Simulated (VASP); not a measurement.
# ZnS (Wurtzite-2H) (P6_3mc) in VASP: further runs

Runs on ZnS (Wurtzite-2H). Level: PBE. Tasks: single point.

All numbers are computed with VASP 6.6.1; they aren't measurements. Logs are shortened: lines on timing, memory, paths and dates and some standing lists are left out, and cuts for length are marked.

**Measured values to compare with.**

A printed reference work, monograph reports, for a bulk crystal of ZnS at 4 K: band gap 3.911 eV (direct).

The results are compared with them further down.

## Step 1: The cell of the first run

Symmetry: P6_3mc, No. 186, hexagonal system. The conventional cell has a = 3.733 Å, b = 3.733 Å, c = 6.107 Å, α = 90.00°, β = 90.00°, γ = 120.00°. Zn (site symmetry 3m) has 4 S at 2.27 to 2.35 Å within 3.0 Å. Within 3.0 Å of S (site symmetry 3m) lie 4 Zn at 2.27 to 2.35 Å.

## Step 2: Single point, PBE

The input, INCAR:

```
PREC = Accurate
ENCUT = 520
EDIFF = 1E-6
ISMEAR = 0
SIGMA = 0.01
LREAL = False
LASPH = True
NELM = 100
ALGO = Normal
ISIF = 2
LWAVE = False
LCHARG = True
GGA = PE
LELF = True
LVHAR = True
NBANDS = 26
```

The input, KPOINTS:

```
regular mesh
0
Gamma
  6 6 4
```

The input, POSCAR:

```
ZnS
1.0
    3.7332026603      0.0000000000      0.0000000000
   -1.8666013302      3.2330485237      0.0000000000
    0.0000000000      0.0000000000      6.1067398017
Zn S
2 2
Direct
    0.3333333333      0.6666666667      0.0000000000
    0.6666666667      0.3333333333      0.5000000000
    0.3333333333      0.6666666667      0.3850000000
    0.6666666667      0.3333333333      0.8850000000
```

Potentials or basis: VASP PAW PBE potentials, release 64 (Zn, S).

On the command line:

```bash
cat potpaw_PBE.64/Zn/POTCAR potpaw_PBE.64/S/POTCAR > POTCAR
mpirun -np 1 vasp_std > vasp.out
```

OUTCAR:

```text
PREC = Accurate
   ENCUT = 520
   EDIFF = 1E-6
   ISMEAR = 0
   LREAL = False
   LASPH = True
   NELM = 100
   ISIF = 2
   GGA = PE

 ion  position               nearest neighbor table
   1  0.333  0.667  0.000-   4 2.27   4 2.27   4 2.27   3 2.35
   2  0.667  0.333  0.500-   3 2.27   3 2.27   3 2.27   4 2.35
   3  0.333  0.667  0.385-   2 2.27   2 2.27   2 2.27   1 2.35
   4  0.667  0.333  0.885-   1 2.27   1 2.27   1 2.27   2 2.35

  LATTYP: Found a hexagonal cell.
 ALAT       =     3.7332026603
 C/A-ratio  =     1.6357911309

  Lattice vectors:

 A1 = (   3.7332026603,   0.0000000000,   0.0000000000)
 A2 = (  -1.8666013302,   3.2330485237,   0.0000000000)
 A3 = (   0.0000000000,   0.0000000000,   6.1067398017)

Analysis of symmetry for initial positions (statically):
=====================================================================
 Subroutine PRICEL returns:
 Original cell was already a primitive cell.

 Routine SETGRP: Setting up the symmetry group for a
 hexagonal supercell.

 Subroutine GETGRP returns: Found 12 space group operations
 (whereof  6 operations were pure point group operations)
 out of a pool of 24 trial point group operations.

The static configuration has the point symmetry C_3v.
 The point group associated with its full space group is C_6v.

Analysis of symmetry for dynamics (positions and initial velocities):
=====================================================================
 Subroutine PRICEL returns:
 Original cell was already a primitive cell.

 Routine SETGRP: Setting up the symmetry group for a
 hexagonal supercell.

 Subroutine GETGRP returns: Found 12 space group operations
 (whereof  6 operations were pure point group operations)
 out of a pool of 24 trial point group operations.

The dynamic configuration has the point symmetry C_3v.
 The point group associated with its full space group is C_6v.

 Subroutine INISYM returns: Found 12 space group operations
 (whereof  6 operations are pure point group operations),
 and found     1 'primitive' translations

----------------------------------------------------------------------------------------

                                     Primitive cell

  volume of cell :      73.7061

  direct lattice vectors                    reciprocal lattice vectors
     3.733202660  0.000000000  0.000000000     0.267866519  0.154652798  0.000000000
    -1.866601330  3.233048524  0.000000000     0.000000000  0.309305596  0.000000000
     0.000000000  0.000000000  6.106739802     0.000000000  0.000000000  0.163753497

  length of vectors
     3.733202660  3.733202818  6.106739802     0.309305609  0.309305596  0.163753497

  position of ions in fractional coordinates (direct lattice)
     0.333333333  0.666666667  0.000000000
     0.666666667  0.333333333  0.500000000
     0.333333333  0.666666667  0.385000000
     0.666666667  0.333333333  0.885000000

  ion indices of the primitive-cell ions
   primitive index   ion index
                 1           1
                 2           2
                 3           3
                 4           4

----------------------------------------------------------------------------------------

 KPOINTS: regular mesh

Automatic generation of k-mesh.
 Grid dimensions read from file:
 generate k-points for:    6    6    4

 Generating k-lattice:

  Cartesian coordinates                     Fractional coordinates (reciprocal lattice)
     0.044644420  0.025775466  0.000000000     0.166666667  0.000000000  0.000000000
     0.000000000  0.051550933  0.000000000     0.000000000  0.166666667  0.000000000
     0.000000000  0.000000000  0.040938374     0.000000000  0.000000000  0.250000000

  Length of vectors
     0.051550935  0.051550933  0.040938374

  Shift w.r.t. Gamma in fractional coordinates (k-lattice)
     0.000000000  0.000000000  0.000000000

 Subroutine IBZKPT returns following result:
 ===========================================

 Found     21 irreducible k-points:

 Following reciprocal coordinates:
            Coordinates               Weight
  0.000000  0.000000  0.000000      1.000000
  0.166667  0.000000  0.000000      6.000000
  0.333333  0.000000  0.000000      6.000000
  0.500000  0.000000  0.000000      3.000000
  0.166667  0.166667  0.000000      6.000000
  0.333333  0.166667  0.000000     12.000000
[... 13 lines left out ...]
  0.333333  0.166667  0.500000     12.000000
  0.333333  0.333333  0.500000      2.000000
   k-points           NKPTS =     21   k-points in BZ     NKDIM =     21   number of bands    NBANDS=     26
   number of dos      NEDOS =    301   number of ions     NIONS =      4
   total plane-waves  NPLWV =  37632
   dimension x,y,z NGX =    28 NGY =   28 NGZ =   48
   dimension x,y,z NGXF=    56 NGYF=   56 NGZF=   96
   ions per type =               2   2
   NGX,Y,Z   is equivalent  to a cutoff of  12.47, 12.47, 13.07 a.u.
   NGXF,Y,Z  is equivalent  to a cutoff of  24.94, 24.94, 26.13 a.u.
 SYSTEM =  unknown system
   PREC   = accura    normal or accurate (medium, high low for compatibility)
   ISTART =      0    job   : 0-new  1-cont  2-samecut
   ICHARG =      2    charge: 1-file 2-atom 10-const
   ISPIN  =      1    spin polarized calculation?
   LNONCOLLINEAR =      F non collinear calculations
   LSORBIT =      F    spin-orbit coupling
   LASPH  =      T    aspherical Exc in radial PAW
   ENCUT  =  520.0 eV  38.22 Ry    6.18 a.u.   6.94  6.94 11.35*2*pi/ulx,y,z
   NELM   =    100;   NELMIN=  2; NELMDL= -5     # of ELM steps
   EDIFF  = 0.1E-05   stopping-criterion for ELM
   LREAL  =      F    real-space projection
   EDIFFG = 0.1E-04   stopping-criterion for IOM
   NSW    =      0    number of steps for IOM
   IBRION =     -1    ionic relax: 0-MD 1-quasi-New 2-CG
   NFREE  =      0    steps in history (QN), initial steepest desc. (CG)
   ISIF   =      2    stress and relaxation
   ISYM   =      2    0-nonsym 1-usesym 2-fastsym
   POTIM  = 0.5000    time-step for ionic-motion
   TEBEG  =    0.0;   TEEND  =   0.0 temperature during run
   PSTRESS=    0.0 pullay stress
   NELECT =      36.0000    total number of electrons
   NUPDOWN=      -1.0000    fix difference up-down
   EMIN   =  10.00;   EMAX   =-10.00  energy-range for DOS
   EFERMI =   0.00;   METHOD = LEGACY
   ISMEAR =     0;   SIGMA  =   0.01  broadening in eV -4-tet -1-fermi 0-gaus
   EFERMI_NEDOS =   21; number of points for ismear=-14 and -15
   IALGO  =     38    algorithm
   IMIX   =      4    mixing-type and parameters
     AMIX     =   0.40;   BMIX     =  1.00
     AMIX_MAG =   1.60;   BMIX_MAG =  1.00
  volume/ion in A,a.u.               =      18.43       124.35
  Fermi-wavevector in a.u.,A,eV,Ry     =   1.289262  2.436352 22.615565  1.662197
  Thomas-Fermi vector in A             =   2.421166
   LORBIT       =      0    0 simple, 1 ext, 2 COOP (PROOUT), +10 PAW based schemes
   GGA     = PE    functional components
   LHFCALC =     F    Hartree Fock is set to
   AEXX    =    0.0000 exact exchange contribution
   IVDW    =     0    specifies the selected vdW correction
   LEPSILON=     F    determine dielectric tensor
   LRPA    =     F    only Hartree local field effects (RPA)
 non-spin polarized calculation
 Gauss-broadening in eV      SIGMA  =   0.01
  energy-cutoff  :      520.00
  volume of cell :       73.71
 maximum number of plane-waves:      2004
 NGX is ok and might be reduce to    28
   NGX = 13   NGY = 13   NGZ = 23

 number of electron      35.9999987 magnetization

 Free energy of the ion-electron system (eV)
  ---------------------------------------------------
  ext. energy  EPLUGINS =         0.00000000
  ---------------------------------------------------
  free energy    TOTEN  =       -13.49785467 eV

  energy without entropy =      -13.49785467  energy(sigma->0) =      -13.49785467

 E-fermi :   2.8776     XC(G=0):  -9.9458

 val. band max:        2.7604138646   @ k =   0.0000   0.0000   0.0000
 cond. band min:       5.3082758805   @ k =   0.0000   0.0000   0.0000
 fundamental gap:      2.5478620159
 Fermi energy:         2.8775983582

 k-point     1 :       0.0000    0.0000    0.0000
  band No.  band energies     occupation
      1     -10.8836      2.00000
      2      -9.8423      2.00000
      3      -3.8764      2.00000
      4      -3.8764      2.00000
      5      -3.8054      2.00000
      6      -3.8054      2.00000
[... 18 lines left out ...]
     25      10.4092      0.00000
     26      12.3951      0.00000

 k-point     2 :       0.1667    0.0000    0.0000
  band No.  band energies     occupation
      1     -10.6779      2.00000
      2      -9.7255      2.00000
      3      -3.8983      2.00000
      4      -3.8281      2.00000
      5      -3.7958      2.00000
      6      -3.7416      2.00000
[... 18 lines left out ...]
     25      11.0961      0.00000
     26      11.3043      0.00000

 k-point     3 :       0.3333    0.0000    0.0000
  band No.  band energies     occupation
      1     -10.1796      2.00000
      2      -9.5129      2.00000
      3      -3.8952      2.00000
      4      -3.7530      2.00000
      5      -3.7465      2.00000
      6      -3.6031      2.00000
[... 18 lines left out ...]
     25      11.5594      0.00000
     26      12.7295      0.00000

 k-point     4 :       0.5000    0.0000    0.0000
  band No.  band energies     occupation
      1      -9.8307      2.00000
      2      -9.4655      2.00000
      3      -3.8608      2.00000
      4      -3.7176      2.00000
      5      -3.6416      2.00000
      6      -3.5304      2.00000
[... 18 lines left out ...]
     25      12.0329      0.00000
     26      14.3914      0.00000
[... 409 lines left out ...]
      1      -9.9574      2.00000
      2      -9.9574      2.00000
      3      -3.8733      2.00000
      4      -3.8733      2.00000
      5      -3.7288      2.00000
      6      -3.7288      2.00000
[... 18 lines left out ...]
     25      11.3316      0.00000
     26      11.3316      0.00000

 k-point    20 :       0.3333    0.1667    0.5000
  band No.  band energies     occupation
      1      -9.6421      2.00000
      2      -9.6421      2.00000
      3      -3.8073      2.00000
      4      -3.8073      2.00000
      5      -3.6325      2.00000
      6      -3.6325      2.00000
[... 18 lines left out ...]
     25      12.0393      0.00000
     26      12.0393      0.00000

 k-point    21 :       0.3333    0.3333    0.5000
  band No.  band energies     occupation
      1      -9.5337      2.00000
      2      -9.5337      2.00000
      3      -3.6857      2.00000
      4      -3.6857      2.00000
      5      -3.6619      2.00000
      6      -3.6619      2.00000
[... 18 lines left out ...]
     25      12.5751      0.00000
     26      12.5751      0.00000

------------------------ aborting loop because EDIFF is reached ----------------------------------------

  FORCE on cell =-STRESS in cart. coord.  units (eV):
  Direction    XX          YY          ZZ          XY          YZ          ZX
  --------------------------------------------------------------------------------------
  -------------------------------------------------------------------------------------
  Total        4.2269255      4.2269259      2.7848998     -0.0000000      0.0000000      0.0000000
  in kB       91.8823232     91.8823336     60.5364505     -0.0000000      0.0000000      0.0000000
  external PRESSURE =      81.4337024 kB  Pullay stress =       0.0000000 kB

 VOLUME and BASIS-vectors are now :
 -----------------------------------------------------------------------------
  energy-cutoff  :      520.00
  volume of cell :       73.71
      direct lattice vectors                 reciprocal lattice vectors
     3.733202660  0.000000000  0.000000000     0.267866519  0.154652798  0.000000000
    -1.866601330  3.233048524  0.000000000     0.000000000  0.309305596  0.000000000
     0.000000000  0.000000000  6.106739802     0.000000000  0.000000000  0.163753497

 POSITION                                       TOTAL-FORCE (eV/Angst)
 -----------------------------------------------------------------------------------
     -0.00000      2.15537      0.00000        -0.000000      0.000000      0.404439
      1.86660      1.07768      3.05337         0.000000     -0.000000      0.404439
     -0.00000      2.15537      2.35109        -0.000000     -0.000000     -0.404439
      1.86660      1.07768      5.40446         0.000000      0.000000     -0.404439
 -----------------------------------------------------------------------------------
    total drift:                               -0.000001     -0.000001      0.000586

  FREE ENERGIE OF THE ION-ELECTRON SYSTEM (eV)
  ---------------------------------------------------
  free  energy   TOTEN  =       -13.4978546674 eV

  energy  without entropy=      -13.4978546674  energy(sigma->0) =      -13.49785467
```

Run time: 23 s. Hardware: 1 thread of Intel Xeon Platinum 8559C (Emerald Rapids), shared host; peak memory 0.19 GiB.

Results:

- Free energy: -13.4979 eV
- Pressure: 8.1 GPa
- Largest force: 0.404 eV/Å
- Band gap on the k mesh: 2.55 eV, direct

Forces in eV/Å, atoms in the order of the input:
```
Zn   0.000  0.000  0.404
Zn   0.000  0.000  0.404
S    0.000  0.000 -0.404
S    0.000  0.000 -0.404
```

Levels at points of the mesh, in eV from the valence-band top:
```
           k point  band 16  band 17  band 18  band 19  band 20  band 21
(0.00, 0.00, 0.00)    -0.01     0.00     0.00     2.55     3.11     6.25
(0.50, 0.00, 0.00)    -2.47    -1.74    -1.07     3.56     4.43     5.13
(0.00, 0.00, 0.50)    -0.49    -0.49    -0.49     3.70     3.70     6.70
(0.50, 0.00, 0.50)    -1.82    -1.68    -1.68     3.63     3.63     5.10
```

A hybrid or GW would open this gap; PBE tends to underestimate it.

[end of part 1 of 3]
